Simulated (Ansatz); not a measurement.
# Ti (P6_3/mmc) in Ansatz: a series of runs, part 2 of 2

Ansatz 0.2.0.

### 5 Relaxation of cell and atoms, RPBE

Input file input.yaml:

```yaml
crystal:
  lattice:
    - [2.95, 0.0, 0.0]
    - [-1.475, 2.5547749412, 0.0]
    - [0.0, 0.0, 4.68]
  atoms:
    - { symbol: Ti, position: [0.6666666667, 0.3333333333, 0.75] }
    - { symbol: Ti, position: [0.3333333333, 0.6666666667, 0.25] }
hamiltonian:
  xc: rpbe
  pseudopotentials: { kind: paw }
kpoints:
  mp_grid: { grid: [10, 10, 6] }
scf:
  occupations: { method: methfessel_paxton, width: 0.2 }
output:
  forces: true
  stress: true
  write_density: true
  write_potential: true
  elf: true
  volumetric_format: npy
relax:
  f_tol: 0.01
  max_steps: 40
  cell: { stress_tol: 0.05 }
```

Potentials or basis: Ansatz PAW.

Launch:

```sh
ansatz run input.yaml --threads 2 --pin off --max-ram 5632MiB --backend cpu --events-out ev --progress --plain --runs-dir out
```

Output:

```text
Warning: RAYON_NUM_THREADS=2 ignored (pool sized by the plan → 2); use --threads N
Engine: ansatz 0.2.0, x86_64-unknown-linux-gnu
Pseudopotentials: kind: paw
Pseudopotential: Ti, paw, valence charge 12, recommended cutoff 420 eV (normal), Ti.paw.azcp
Functional definition: RPBE
  parameter kappa = 0.804
  parameter beta = 0.06672455060314922
  exchange = rpbe_x(kappa = kappa, mu = beta*pi^2/3)
  correlation = pbe_c(beta = beta)
Crystal: 2 atoms, lattice volume = 35.271 Å³
Basis set: ecut = 420 eV, 687 PW (Γ), exchange–correlation on 40×40×64 points (8 copies of the dense FFT grid, shifted against one another)
Bands: 16, of which v1, the nominal top of the filled ones, is band 12 counted from 1 (11 counted from 0)
Symmetry: 24 space group operations
Space group: P63/mmc (ITA 194), of the structure as read, at distance tolerance 3.3e-5 Å
k-points: 56 of 600
[... 83 lines left out ...]
  max |Σ_I F_I| component: 3.70e-17 eV/Å
--- Stress (GPa, compression-positive) ---
       -0.001618       0.000000       0.000000
        0.000000      -0.001618       0.000000
        0.000000       0.000000      -0.024912
  P = ⅓ Tr σ = -0.0094 GPa (-0.094 kbar)
--- Band table (eV; the first three rows and the last of 56) ---
  k-point 0: bands = ["-43.9894", "-43.8680", "-20.4928", "-19.9068", "-19.9068", "-19.8505", "-19.8141", "-19.8141", "6.8992", "10.4173", "13.6994", "13.7941", "13.7941", "13.9099", "14.2750", "14.2750"]
  k-point 1: bands = ["-43.9814", "-43.8762", "-20.4513", "-19.9006", "-19.9006", "-19.8951", "-19.8204", "-19.8204", "7.1265", "10.2737", "13.3669", "13.7010", "13.7010", "13.7857", "14.1566", "14.1566"]
  k-point 2: bands = ["-43.9593", "-43.8986", "-20.3368", "-20.0158", "-19.8837", "-19.8837", "-19.8374", "-19.8374", "7.7733", "9.6889", "13.0070", "13.4677", "13.6258", "13.6258", "13.9092", "13.9092"]
  k-point 55: bands = ["-43.8599", "-43.8599", "-20.3255", "-20.3255", "-20.1319", "-20.1319", "-19.9337", "-19.9337", "11.5474", "11.5474", "12.2574", "12.2574", "12.7742", "12.7742", "14.6476", "14.6476"]
--- Relaxed structure (4 steps of the walk, 3 accepted, 1 SCFs on fresh bases) ---
  F+E_penalty+E_count = -5008.07619763 eV   max|allowed force component| = 7.401e-16 eV/Å   (the final SCF, on the basis selected at the relaxed cell)
  cell:  # Å, volume = 35.7955 Å³
    - [2.9683489739657896, -4.619812982582289e-34, 1.299322401351269e-34]
    - [-1.4841744869828948, 2.570665618751847, 4.054540103496973e-19]
    - [2.061297911281765e-34, 7.427365666733189e-19, 4.691030298833676]
  atoms:
    - { symbol: Ti, position: [0.6666666666666666, 0.3333333333333333, 0.75] }
    - { symbol: Ti, position: [0.3333333333333333, 0.6666666666666666, 0.25] }
```

It took 14 s on 2 threads of Intel Xeon at 2.50GHz (Skylake/Cascade Lake), shared host; peak memory 0.36 GiB.

Results:

| Quantity | Value |
| --- | --- |
| Free energy | -5008.0762 eV |
| Relaxed volume | 17.90 Å³/atom |
| Relaxed cell | a = 2.968 Å, b = 2.968 Å, c = 4.691 Å, α = 90.00°, β = 90.00°, γ = 120.00° |
| Space group after relaxing (to 0.05 Å) | P6_3/mmc (No. 194) |
| Energy gained by relaxing | 1.3 meV/atom |
| Ionic steps | 4 |
| Pressure after relaxing | 0.0 GPa |
| Band gap on the k mesh | none (metal or under the smearing width) |

Step by step:
```tsv
step	energy change (eV)	largest force (eV/Å)	volume (Å³)
1	0.0000	0.0000	35.27
2	-0.0026	0.0000	35.81
3	-0.0026	0.0000	35.80
4	-0.0027	0.0000	35.80
```

Final structure:
```
CELL_PARAMETERS angstrom
2.96835 0.00000 0.00000
-1.48417 2.57067 0.00000
0.00000 0.00000 4.69103
ATOMIC_POSITIONS crystal
Ti 0.66667 0.33333 0.75000
Ti 0.33333 0.66667 0.25000
```

Levels at points of the mesh, in eV from the Fermi level:
```tsv
k point	band 9	band 10	band 11	band 12	band 13	band 14	band 15	band 16
(0.00, 0.00, 0.00)	-6.13	-2.62	0.67	0.76	0.76	0.88	1.24	1.24
(0.00, 0.00, -0.50)	-4.31	-4.31	0.08	0.08	0.67	0.67	0.67	0.67
(0.00, -0.50, 0.00)	-2.31	-2.08	-1.77	-0.69	0.47	0.61	1.14	3.21
(0.00, -0.50, -0.50)	-2.47	-2.47	-0.78	-0.78	1.22	1.22	1.68	1.68
```

Caveat: the plane-wave basis is chosen anew once the cell has moved, so the energies of steps on either side of that aren't comparable; the PAW data sets come from PBE, with cores solved anew for the run's functional, which leaves a small shift of forces and pressure. RPBE and its kin give volumes clearly too large for solids.

### 6 Relaxation of cell and atoms, RPBE+D4

Edit input.yaml of step 5 so:

```diff
@@ -11,2 +11,3 @@
   pseudopotentials: { kind: paw }
+  dispersion: d4
 kpoints:
@@ -14,3 +15,3 @@
 scf:
-  occupations: { method: methfessel_paxton, width: 0.2 }
+  occupations: { method: fermi_dirac, width: 0.05 }
 output:
```

Potentials or basis: Ansatz PAW.

Launch:

```sh
ansatz run input.yaml --threads 2 --pin off --max-ram 5632MiB --backend cpu --events-out ev --progress --plain --runs-dir out
```

Output:

```text
Warning: RAYON_NUM_THREADS=2 ignored (pool sized by the plan → 2); use --threads N
[... 8 set-up lines as earlier in the session ...]
Crystal: 2 atoms, lattice volume = 35.271 Å³
Basis set: ecut = 420 eV, 687 PW (Γ), exchange–correlation on 40×40×64 points (8 copies of the dense FFT grid, shifted against one another)
Bands: 16, of which v1, the nominal top of the filled ones, is band 12 counted from 1 (11 counted from 0)
[... 2 set-up lines as earlier in the session ...]
k-points: 56 of 600
[... 2 set-up lines as earlier in the session ...]
PAW frozen core: Ti, regenerated for the run's functional, and the local potential with it (the file was generated under x = pbe(κ = 0.804, μ = 0.2195149727645171), c = pbe(β = 0.06672455060314922))
[... 3 set-up lines as earlier in the session ...]
Functional: x = rpbe, c = pbe(β = 0.06672455060314922)
SCF iter   1: F=—  HF=-5008.798590 eV  |F-HF|=—  |Δ(HF+E_count)|=         —  Δρ=5.26e-3  dr2=4.88e-3  ethr=1.77e-3  ⟨swp⟩=4.0  Hψ=3684  notcnv=0
[... 80 lines left out ...]
  E_aug_tail   = 0.000243  (compensation charges beyond the density's cutoff)
  E_ewald      = -2311.467980
  E_disp       = -0.726289  (pairwise vdW)
  E_core_change = -0.104540  (= ΣΔE_core)
  E_smearing   = -0.019020  (= −TS)
  E_closure    = 0.000000  (closes the sum)
  Σ components = -5008.801587   (vs F -5008.801587, Δ=0.00e0)
--- Forces (eV/Å), atoms counted from 1 ---
  atom   1  Ti    -0.00000000    -0.00000000     0.00000000
  atom   2  Ti     0.00000000     0.00000000    -0.00000000
  max |Σ_I F_I| component: 3.70e-17 eV/Å
--- Stress (GPa, compression-positive) ---
        0.030578      -0.000000       0.000000
       -0.000000       0.030578      -0.000000
        0.000000       0.000000      -0.023504
  P = ⅓ Tr σ = 0.0126 GPa (0.126 kbar)
--- Band table (eV; the first three rows and the last of 56) ---
  k-point 0: bands = ["-43.4809", "-43.3446", "-20.0146", "-19.3773", "-19.3773", "-19.3097", "-19.2767", "-19.2767", "7.2856", "10.8002", "14.2148", "14.2652", "14.2652", "14.3821", "14.7656", "14.7656"]
  k-point 1: bands = ["-43.4719", "-43.3538", "-19.9691", "-19.3706", "-19.3706", "-19.3588", "-19.2835", "-19.2835", "7.5185", "10.6683", "13.8664", "14.1704", "14.1704", "14.2533", "14.6431", "14.6431"]
  k-point 2: bands = ["-43.4471", "-43.3790", "-19.8437", "-19.4915", "-19.3522", "-19.3522", "-19.3019", "-19.3019", "8.1796", "10.1072", "13.4714", "13.9245", "14.0936", "14.0936", "14.3871", "14.3871"]
  k-point 55: bands = ["-43.3346", "-43.3346", "-19.8357", "-19.8357", "-19.6271", "-19.6271", "-19.4045", "-19.4045", "11.9548", "11.9548", "12.6839", "12.6839", "13.2367", "13.2367", "15.1514", "15.1514"]
--- Relaxed structure (4 steps of the walk, 3 accepted, 1 SCFs on fresh bases) ---
  F+E_penalty+E_count = -5008.80158724 eV   max|allowed force component| = 7.587e-16 eV/Å   (the final SCF, on the basis selected at the relaxed cell)
  cell:  # Å, volume = 34.7683 Å³
    - [2.938416812328636, 0.0, 1.4436915570569653e-35]
    - [-1.469208406164318, 2.54474360638389, -4.9157130654495575e-19]
    - [2.2903310125352943e-35, -9.004917331645538e-19, 4.649710589327964]
  atoms:
    - { symbol: Ti, position: [0.6666666666666666, 0.3333333333333333, 0.7499999999999999] }
    - { symbol: Ti, position: [0.3333333333333333, 0.6666666666666666, 0.25] }
```

Run time: 19 s. Hardware: 2 threads of Intel Xeon at 2.50GHz (Skylake/Cascade Lake), shared host; peak memory 0.37 GiB.

What came out:

```
Free energy                            : -5008.8016 eV
Relaxed volume                         : 17.38 Å³/atom
Relaxed cell                           : a = 2.938 Å, b = 2.938 Å, c = 4.650 Å, α = 90.00°, β = 90.00°, γ = 120.00°
Space group after relaxing (to 0.05 Å) : P6_3/mmc (No. 194)
Energy gained by relaxing              : 1.2 meV/atom
Ionic steps                            : 4
Pressure after relaxing                : 0.0 GPa
Band gap on the k mesh                 : none (metal or under the smearing width)
```

The path:
```csv
step,energy change (eV),largest force (eV/Å),volume (Å³)
1,0.0000,0.0000,35.27
2,-0.0025,0.0000,34.81
3,-0.0026,0.0000,34.77
4,-0.0025,0.0000,34.77
```

Final structure:
```xyz
2
Lattice="2.9384 0.0000 0.0000 -1.4692 2.5447 0.0000 0.0000 0.0000 4.6497" Properties=species:S:1:pos:R:3 pbc="T T T"
Ti    1.4692    0.8482    3.4873
Ti    0.0000    1.6965    1.1624
```

Caveat: the plane-wave basis is chosen anew once the cell has moved, so the energies of steps on either side of that aren't comparable; pairwise dispersion overbinds metals, which lowers pressure and volume; the PAW data sets come from PBE, with cores solved anew for the run's functional, which leaves a small shift of forces and pressure.

### 7 Summary

```csv
task,level,cell,smearing,gap on the mesh (eV),pressure (GPa),relaxed volume (Å³/atom)
single point,PBE,as given,gaussian 0.015 eV,none,-1.4,-
single point,PBE,as given,gaussian 0.016 eV,none,-1.4,-
single point,PBE,as given,gaussian 0.05 eV,none,-1.4,-
relaxation of cell and atoms,RPBE,relaxed,methfessel-paxton 0.2 eV,none,0.0,17.90
relaxation of cell and atoms,RPBE+D4,relaxed,fermi-dirac 0.05 eV,none,0.0,17.38
```

Alike in all rows: potentials or basis Ansatz PAW; no spin polarisation; k mesh 10 × 10 × 6; cutoff (eV) 420.

Every run on the cell as given and a fine mesh finds a metal.

Caveats: the plane-wave basis is chosen anew once the cell has moved, so the energies of steps on either side of that aren't comparable (some runs); the PAW data sets come from PBE, with cores solved anew for the run's functional, which leaves a small shift of forces and pressure (some runs); pairwise dispersion overbinds metals, which lowers pressure and volume (some runs).

Total energies depend on the potentials used, so only differences within one code and one set of settings carry meaning.
